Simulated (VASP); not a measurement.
# MgO (Fm-3m) in VASP: a series of runs, part 2 of 3

VASP 6.6.1.

## (4) Band structure, BLYP

run.py reads:

```python
from ase import Atoms
from ase.calculators.vasp import Vasp
from ase.dft.bandgap import bandgap

atoms = Atoms(
    ['Mg', 'O'],
    cell=[[0.0, 2.0970013927, 2.0970013927], [2.0970013927, 0.0, 2.0970013927], [2.0970013927, 2.0970013927, 0.0]],
    scaled_positions=[[0.0, 0.0, 0.0], [0.5, 0.5, 0.5]],
    pbc=True,
)
calc = Vasp(
    directory='calc',
    xc='blyp',
    pp='PBE',
    setups={'base': 'minimal', 'O': '_s'},
    prec='Accurate',
    encut=400,
    ediff=1e-06,
    ismear=-1,
    sigma=0.05,
    lreal=False,
    lasph=True,
    nelm=80,
    algo='Normal',
    isif=2,
    lwave=False,
    lcharg=True,
    kpts=[11, 11, 11],
    gamma=True,
    nbands=11,
)
atoms.calc = calc

print('energy (eV):', atoms.get_potential_energy())
print('free energy (eV):', atoms.get_potential_energy(force_consistent=True))
efermi = calc.get_fermi_level()
print('Fermi level (eV):', efermi)
path = atoms.cell.bandpath(npoints=60, eps=1e-4)
print('path:', path.path)
calc.set(kpts=path.kpts, reciprocal=True, icharg=11, isym=0, lcharg=False)
calc.calculate(atoms)
print('gap on the path (eV):', bandgap(calc, efermi=efermi)[0])
print('direct gap on the path (eV):', bandgap(calc, efermi=efermi, direct=True)[0])
```

Potentials or basis: VASP PAW PBE potentials, release 64 (Mg, O_s).

Command:

```sh
$ python run.py
```

The log of the run:

```text
energy (eV): -11.32267627
free energy (eV): -11.32267627
Fermi level (eV): 4.9130914
path: GXWKGLUWLK,UX
gap on the path (eV): 5.145700000000001
direct gap on the path (eV): 5.145700000000001
```

OUTCAR:

```text
ENCUT = 400.000000
   EDIFF = 1.00e-06
   GGA = B5
   PREC = Accurate
   ICHARG = 11
   ISIF = 2
   ISMEAR = -1
   ISYM = 0
   NELM = 80
   LASPH = .TRUE.
   LREAL = .FALSE.

 ion  position               nearest neighbor table
   1  0.000  0.000  0.000-   2 2.10   2 2.10   2 2.10   2 2.10   2 2.10   2 2.10
   2  0.500  0.500  0.500-   1 2.10   1 2.10   1 2.10   1 2.10   1 2.10   1 2.10

IMPORTANT INFORMATION: All symmetrisations will be switched off!
NOSYMM: (Re-)initialisation of all symmetry stuff for point group C_1.

----------------------------------------------------------------------------------------

                                     Primitive cell

  volume of cell :      18.4428

  direct lattice vectors                    reciprocal lattice vectors
     0.000000000  2.097001393  2.097001393    -0.238435702  0.238435702  0.238435702
     2.097001393  0.000000000  2.097001393     0.238435702 -0.238435702  0.238435702
     2.097001393  2.097001393  0.000000000     0.238435702  0.238435702 -0.238435702

  length of vectors
     2.965607810  2.965607810  2.965607810     0.412982751  0.412982751  0.412982751

  position of ions in fractional coordinates (direct lattice)
     0.000000000  0.000000000  0.000000000
[... 140 lines left out ...]

 k-point     1 :       0.0000    0.0000    0.0000
  band No.  band energies     occupation
      1     -13.2962      2.00000
      2       3.9090      2.00000
      3       3.9090      2.00000
      4       3.9090      2.00000
      5       9.0547      0.00000
      6      19.9893      0.00000
      7      19.9893      0.00000
      8      19.9893      0.00000
      9      24.4156      0.00000
     10      25.6022      0.00000
     11      25.6022      0.00000
[... 533 lines left out ...]
 k-point    40 :       0.5417    0.2500    0.7083
  band No.  band energies     occupation
      1     -11.6887      2.00000
      2       0.7027      2.00000
      3       1.2116      2.00000
      4       2.2942      2.00000
      5      15.3277      0.00000
      6      16.1425      0.00000
      7      16.4157      0.00000
      8      20.1703      0.00000
      9      24.9842      0.00000
     10      27.3765      0.00000
     11      30.6046      0.00000

 [... further k-points ...]
[... 5 lines left out ...]
  --------------------------------------------------------------------------------------
  -------------------------------------------------------------------------------------
  Total        2.8436812      3.3521044      4.3342028     -0.8481421     -0.4729587     -0.7429097
  in kB      247.0388931    291.2071011    376.5248649    -73.6805844    -41.0873049    -64.5387348
  external PRESSURE =     304.9236197 kB  Pullay stress =       0.0000000 kB

 VOLUME and BASIS-vectors are now :
 -----------------------------------------------------------------------------
  energy-cutoff  :      400.00
  volume of cell :       18.44
      direct lattice vectors                 reciprocal lattice vectors
     0.000000000  2.097001393  2.097001393    -0.238435702  0.238435702  0.238435702
     2.097001393  0.000000000  2.097001393     0.238435702 -0.238435702  0.238435702
     2.097001393  2.097001393  0.000000000     0.238435702  0.238435702 -0.238435702

 POSITION                                       TOTAL-FORCE (eV/Angst)
 -----------------------------------------------------------------------------------
      0.00000      0.00000      0.00000         0.000003      0.000001      0.000001
      2.09700      2.09700      2.09700        -0.000003     -0.000001     -0.000001
 -----------------------------------------------------------------------------------
    total drift:                               -0.000004     -0.000002     -0.000001

  FREE ENERGIE OF THE ION-ELECTRON SYSTEM (eV)
  ---------------------------------------------------
  free  energy   TOTEN  =       -10.6646998686 eV

  energy  without entropy=      -10.6646998686  energy(sigma->0) =      -10.66469987
```

INCAR:

```text
AGGAC = 1.000000
AGGAX = 1.000000
ALDAC = 0.000000
ENCUT = 400.000000
SIGMA = 0.050000
ALDAX = 1.000000
EDIFF = 1.00e-06
ALGO = Normal
GGA = B5
PREC = Accurate
ICHARG = 11
ISIF = 2
ISMEAR = -1
ISYM = 0
NBANDS = 11
NELM = 80
LASPH = .TRUE.
LCHARG = .FALSE.
LWAVE = .FALSE.
LREAL = .FALSE.
```

Run time: 19 s. Hardware: 1 thread of Intel Xeon Platinum 8559C (Emerald Rapids), shared host; peak memory 0.12 GiB.

What came out:

```
Band gap along the path : 5.15 eV, direct
```

Levels at the corners of the path, in eV from the Fermi level:
| point | band 1 | band 2 | band 3 | band 4 | band 5 | band 6 | band 7 | band 8 | band 9 |
| --- | --- | --- | --- | --- | --- | --- | --- | --- | --- |
| Γ | -18.21 | -1.00 | -1.00 | -1.00 | 4.14 | 15.08 | 15.08 | 15.08 | 19.50 |
| X | -16.65 | -5.04 | -2.35 | -2.35 | 8.53 | 9.19 | 12.49 | 18.27 | 18.27 |
| W | -16.59 | -3.92 | -3.92 | -2.77 | 11.05 | 11.05 | 11.37 | 14.82 | 21.26 |
| K | -16.63 | -4.45 | -3.69 | -2.15 | 9.48 | 11.01 | 11.93 | 17.39 | 17.59 |
| Γ | -18.21 | -1.00 | -1.00 | -1.00 | 4.14 | 15.08 | 15.08 | 15.08 | 19.50 |
| L | -16.90 | -5.58 | -1.66 | -1.66 | 7.33 | 11.94 | 15.57 | 15.57 | 20.26 |
| U | -16.63 | -4.45 | -3.69 | -2.15 | 9.48 | 11.01 | 11.93 | 17.39 | 17.59 |
| W | -16.59 | -3.92 | -3.92 | -2.77 | 11.05 | 11.05 | 11.37 | 14.82 | 21.26 |
| L | -16.90 | -5.58 | -1.66 | -1.66 | 7.33 | 11.94 | 15.57 | 15.57 | 20.26 |
| K | -16.63 | -4.45 | -3.69 | -2.15 | 9.48 | 11.01 | 11.93 | 17.39 | 17.59 |
| U | -16.63 | -4.45 | -3.69 | -2.15 | 9.48 | 11.01 | 11.93 | 17.39 | 17.59 |
| X | -16.65 | -5.04 | -2.35 | -2.35 | 8.53 | 9.19 | 12.49 | 18.27 | 18.27 |

Caveat: the log is that of the step along the path at fixed density, whose energy, stress, charges and moments have no meaning; the PAW data sets were made with another functional, which shifts forces and pressure a little.

## (5) Optical spectrum, HSE06+D3(BJ)

POSCAR reads:

```
MgO
2.9656
    0.000000000000      0.707108643344      0.707108643344
    0.707108643344      0.000000000000      0.707108643344
    0.707108643344      0.707108643344      0.000000000000
Mg O
1 1
Direct
    0.0000000000      0.0000000000      0.0000000000
    0.5000000000      0.5000000000      0.5000000000
```

INCAR.step1 reads:

```
SYSTEM = MgO
  PREC = Accurate
  ENCUT = 200
  EDIFF = 1E-5
  ISMEAR = -1
  SIGMA = 0.05
  LREAL = .False.
  LASPH = .True.
  NELM = 100
  ALGO = Normal
  ISIF = 2
  LWAVE = .True.
  LCHARG = .False.
  NBANDS = 36
  GGA = PE
```

INCAR.step2 reads:

```
SYSTEM = MgO
  PREC = Accurate
  ENCUT = 200
  EDIFF = 1E-7
  ISMEAR = -1
  SIGMA = 0.05
  LREAL = .False.
  LASPH = .True.
  NELM = 100
  ALGO = Normal
  ISIF = 2
  LWAVE = .False.
  LCHARG = .False.
  GGA = PE
  LHFCALC = .True.
  HFSCREEN = 0.2
  PRECFOCK = Fast
  IVDW = 12
  VDW_S6 = 1.0
  VDW_S8 = 2.31
  VDW_A1 = 0.383
  VDW_A2 = 5.685
  LOPTICS = .True.
  NBANDS = 36
  NEDOS = 2000
  CSHIFT = 0.1
  ISTART = 1
```

KPOINTS reads:

```
Automatic mesh
0
Gamma
  6 6 6
  0 0 0
```

Potentials or basis: VASP PAW PBE potentials, release 54 (Mg, O).

Command:

```sh
$ cat potpaw_PBE.54/Mg/POTCAR potpaw_PBE.54/O/POTCAR > POTCAR
$ cp INCAR.step1 INCAR
$ mpirun -np 1 vasp_std > vasp.out
$ cp INCAR.step2 INCAR
$ mpirun -np 1 vasp_std > vasp.out
```

OUTCAR:

```text
SYSTEM = MgO
   PREC = Accurate
   ENCUT = 200
   EDIFF = 1E-7
   ISMEAR = -1
   LREAL = .False.
   LASPH = .True.
   NELM = 100
   ISIF = 2
   GGA = PE
   LHFCALC = .True.
   HFSCREEN = 0.2
   PRECFOCK = Fast
   IVDW = 12
   ISTART = 1
 IVDW          = 12

 ion  position               nearest neighbor table
   1  0.000  0.000  0.000-   2 2.10   2 2.10   2 2.10   2 2.10   2 2.10   2 2.10
   2  0.500  0.500  0.500-   1 2.10   1 2.10   1 2.10   1 2.10   1 2.10   1 2.10

  LATTYP: Found a face centered cubic cell.
 ALAT       =     4.1940027854

  Lattice vectors:

 A1 = (   0.0000000000,   2.0970013927,   2.0970013927)
 A2 = (   2.0970013927,   0.0000000000,   2.0970013927)
 A3 = (   2.0970013927,   2.0970013927,   0.0000000000)

Analysis of symmetry for initial positions (statically):
=====================================================================
 Subroutine PRICEL returns:
 Original cell was already a primitive cell.

 Routine SETGRP: Setting up the symmetry group for a
 face centered cubic supercell.

[... 501 lines left out ...]
 POSITION                                       TOTAL-FORCE (eV/Angst)
 -----------------------------------------------------------------------------------
      0.00000      0.00000      0.00000        -0.000000      0.000000     -0.000000
      2.09700      2.09700      2.09700         0.000000     -0.000000      0.000000
 -----------------------------------------------------------------------------------
    total drift:                                0.000000      0.000000      0.000000

  FREE ENERGIE OF THE ION-ELECTRON SYSTEM (eV)
  ---------------------------------------------------
  free  energy   TOTEN  =       -15.7796740382 eV

  energy  without entropy=      -15.7796740381  energy(sigma->0) =      -15.77967404

 electrical conductivity sigma (Mega S m-1) (frequency dependency in vasprun.xml)
  --------------------------------------------------------------------------------------
       0.000       0.000       0.000
      -0.000       0.000      -0.000
       0.000      -0.000       0.000

  frequency dependent IMAGINARY DIELECTRIC FUNCTION (independent particle, no local field effects) density-density
     E(ev)      X         Y         Z        XY        YZ        ZX
  --------------------------------------------------------------------------------------------------------------
     0.00000     0.00000     0.00000     0.00000     0.00000     0.00000     0.00000
     1.22784     0.00270     0.00270     0.00270    -0.00000     0.00000     0.00000
     2.45568     0.00600     0.00600     0.00600    -0.00000     0.00000     0.00000
     3.68352     0.01125     0.01125     0.01125     0.00000     0.00000     0.00000
     4.91135     0.02660     0.02660     0.02660     0.00000     0.00000     0.00000
     6.13919     0.68043     0.68043     0.68043     0.00000     0.00000     0.00000
[... 92 lines left out ...]
   120.32818     0.00008     0.00008     0.00008    -0.00000    -0.00000     0.00000
   121.55602     0.00007     0.00007     0.00007    -0.00000    -0.00000     0.00000

  frequency dependent      REAL DIELECTRIC FUNCTION (independent particle, no local field effects) density-density
     E(ev)        X           Y           Z          XY          YZ          ZX
  --------------------------------------------------------------------------------------------------------------
     0.00000     2.69553     2.69553     2.69553    -0.00000    -0.00000     0.00000
     1.22784     2.71182     2.71182     2.71182     0.00000    -0.00000     0.00000
     2.45568     2.76415     2.76415     2.76415     0.00000    -0.00000     0.00000
     3.68352     2.86659     2.86659     2.86659     0.00000    -0.00000     0.00000
     4.91135     3.07403     3.07403     3.07403     0.00000     0.00000     0.00000
     6.13919     2.69282     2.69282     2.69282     0.00000     0.00000     0.00000
[... 92 lines left out ...]
   120.32818     0.95875     0.95875     0.95875     0.00000     0.00000    -0.00000
   121.55602     0.95968     0.95968     0.95968     0.00000     0.00000    -0.00000

  frequency dependent IMAGINARY DIELECTRIC FUNCTION (independent particle, no local field effects) current-current
     E(ev)      X         Y         Z        XY        YZ        ZX
  --------------------------------------------------------------------------------------------------------------
     0.00000     5.52504     5.52504     5.52504     0.00000    -0.00000    -0.00000
     1.22784     0.28160     0.28160     0.28160     0.00000    -0.00000    -0.00000
     2.45568     0.14972     0.14972     0.14972     0.00000    -0.00000    -0.00000
     3.68352     0.11264     0.11264     0.11264     0.00000    -0.00000    -0.00000
     4.91135     0.11117     0.11117     0.11117     0.00000    -0.00000    -0.00000
     6.13919     0.72588     0.72588     0.72588     0.00000    -0.00000    -0.00000
[... 92 lines left out ...]
   120.32818     0.00001     0.00001     0.00001     0.00000     0.00000    -0.00000
   121.55602     0.00001     0.00001     0.00001     0.00000     0.00000    -0.00000

  frequency dependent      REAL DIELECTRIC FUNCTION (independent particle, no local field effects) current-current
     E(ev)        X           Y           Z          XY          YZ          ZX
  --------------------------------------------------------------------------------------------------------------
     0.00000     2.69550     2.69550     2.69550     0.00000    -0.00000    -0.00000
     1.22784     2.71175     2.71175     2.71175     0.00000    -0.00000    -0.00000
     2.45568     2.76407     2.76407     2.76407     0.00000    -0.00000    -0.00000
     3.68352     2.86649     2.86649     2.86649     0.00000    -0.00000    -0.00000
     4.91135     3.07385     3.07385     3.07385     0.00000    -0.00000    -0.00000
     6.13919     2.66697     2.66697     2.66697     0.00000    -0.00000    -0.00000
[... 92 lines left out ...]
   120.32818     0.95875     0.95875     0.95875    -0.00000     0.00000     0.00000
   121.55602     0.95968     0.95968     0.95968    -0.00000     0.00000     0.00000
```

OUTCAR.step1:

```text
SYSTEM = MgO
   PREC = Accurate
   ENCUT = 200
   EDIFF = 1E-5
   ISMEAR = -1
   LREAL = .False.
[... 517 lines left out ...]
      0.00000      0.00000      0.00000        -0.000000     -0.000000      0.000000
      2.09700      2.09700      2.09700         0.000000      0.000000     -0.000000
 -----------------------------------------------------------------------------------
    total drift:                               -0.000000     -0.000000     -0.000000

  FREE ENERGIE OF THE ION-ELECTRON SYSTEM (eV)
  ---------------------------------------------------
  free  energy   TOTEN  =       -12.5226975499 eV

  energy  without entropy=      -12.5226975499  energy(sigma->0) =      -12.52269755
```

OSZICAR.step1:

```text
N       E                     dE             d eps       ncg     rms          rms(c)
DAV:   1     0.138751720388E+02    0.13875E+02   -0.17888E+03  1340   0.897E+01
DAV:   2    -0.127200622000E+02   -0.26595E+02   -0.25691E+02  1400   0.437E+01
DAV:   3    -0.130330893366E+02   -0.31303E+00   -0.31233E+00  1352   0.449E+00
DAV:   4    -0.130331527988E+02   -0.63462E-04   -0.63460E-04  1332   0.630E-02
DAV:   5    -0.130331528027E+02   -0.38949E-08   -0.39421E-08  1136   0.506E-04    0.708E+00
DAV:   6    -0.126604663811E+02    0.37269E+00   -0.19377E-01  1372   0.638E-01    0.428E+00
DAV:   7    -0.125280284900E+02    0.13244E+00   -0.66502E-02  1412   0.426E-01    0.732E-01
DAV:   8    -0.125226485179E+02    0.53800E-02   -0.27490E-03  1472   0.152E-01    0.549E-02
DAV:   9    -0.125226938122E+02   -0.45294E-04   -0.70501E-05  1360   0.201E-02    0.183E-02
DAV:  10    -0.125226975499E+02   -0.37377E-05   -0.17592E-05  1296   0.719E-03
   1 F= -.12522698E+02 E0= -.12522698E+02  d E =-.616828E-12
```

It took 3.2 min on 1 thread of Intel Xeon Platinum 8559C (Emerald Rapids), shared host; peak memory 0.22 GiB.

The run converged, but a check on its numbers failed (symmetry, net force, bounds or a known fault of this set-up), so they aren't taken as properties of the crystal.

Caveat: the k mesh is coarse (spacing up to 0.43 Å⁻¹), so the values aren't converged, least of all with exact exchange; the cutoff lies under the usual one of these potentials, so the numbers hold a large basis-set error; a pressure of tens of GPa on the cell as given is suspect, and the run, the potentials or the cell itself is likely at fault; spectra need much finer meshes, so this one isn't converged; independent-particle spectra lack excitons; the PAW data sets were made with another functional, which shifts forces and pressure a little.

[end of part 2 of 3]
